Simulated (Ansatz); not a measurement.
**Ir: stress in a strained cell**

Ir is deformed so: equal xx and yy strain of +3 %. What stress and forces result, by LAPW, PAW and all-electron datasets made for the crystal?

Method: DFT PBE, scalar-relativistic, in Ansatz 0.2.0.

## (1) The system as given

Symmetry: Fm-3m, No. 225, cubic system. The conventional cell has a = 3.839 Å, b = 3.839 Å, c = 3.839 Å, α = 90.00°, β = 90.00°, γ = 90.00°. Ir (site symmetry m-3m) is surrounded by 12 Ir at 2.71 Å.

Structure file:

```
Ir
1.0
     0.00000    1.91970    1.91970
     1.91970    0.00000    1.91970
     1.91970    1.91970    0.00000
Ir
1
Direct
  0.00000 0.00000 0.00000
```

## (2) After the deformation

Space group Fm-3m before, I4/mmm after.

## (3) All-electron LAPW

input.yaml reads:

```yaml
crystal:
  lattice:
    - [0.0, 1.977291, 1.9197]
    - [1.977291, 0.0, 1.9197]
    - [1.977291, 1.977291, 0.0]
  atoms:
    - { symbol: Ir, position: [0.0, 0.0, 0.0] }
kpoints:
  mp_grid: { grid: [15, 15, 15] }
  band_path:
    path:
      - [0.0, 0.0, 0.0]
      - [0.0, 0.5, 0.5]
      - [0.25, 0.75, 0.5]
      - [0.0, 0.5, 0.0]
      - [0.0, 0.0, 0.0]
      - [0.5, 0.5, 0.0]
      - [0.3826125, 0.6173875, 0.0]
      - [-0.3826125, 0.3826125, 0.0]
      - [0.0, 0.0, 0.0]
    npoints: 5
scf:
  occupations: { method: fermi_dirac, width: 0.05 }
hamiltonian:
  xc: pbe
  pseudopotentials: { kind: all_electron, lapw: { basis_error: 0.0005 } }
output:
  forces: true
  stress: true
  eigenvalues: true
```

Started as:

```sh
$ ansatz run input.yaml --threads 1 --pin off --max-ram 3072MiB --backend cpu --events-out ev --progress --plain --runs-dir out
```

## (4) Frozen-core PAW

input.yaml reads:

```yaml
crystal:
  lattice:
    - [0.0, 1.977291, 1.9197]
    - [1.977291, 0.0, 1.9197]
    - [1.977291, 1.977291, 0.0]
  atoms:
    - { symbol: Ir, position: [0.0, 0.0, 0.0] }
kpoints:
  mp_grid: { grid: [15, 15, 15] }
scf:
  occupations: { method: fermi_dirac, width: 0.05 }
hamiltonian:
  xc: pbe
  pseudopotentials: { kind: paw }
output:
  forces: true
  stress: true
  eigenvalues: true
  efg: { contact_densities: true }
```

## (5) All-electron PAW on datasets made for the crystal

Changes to input.yaml since step 4:

```diff
@@ -13,3 +13,3 @@
   xc: pbe
-  pseudopotentials: { kind: paw }
+  pseudopotentials: { kind: all_electron, datasets: crystal }
 output:
```

(Steps that only read results are left out.)

Before running it: what results should come out? Wanted: pressure; largest shear or deviatoric stress.

The runs gave:

```
                                 quantity                                                 value
                                 pressure  LAPW -11.02, PAW -10.98, crystal datasets -11.01 GPa
largest shear or deviatoric stress (LAPW)                                              6.32 GPa
```

**Reading.** The largest part of the stress beyond the pressure is 6.32 GPa in size, in the zz component. No run of the undeformed cell stands beside it, so the pressure holds what the given cell had before the change. PAW: stress within 0.04 GPa of LAPW. Crystal datasets: stress within 0.01 GPa of LAPW. Spin-orbit coupling is left out, though the cell holds Ir; in elements this heavy it can shift bands and gaps by tenths of an eV.
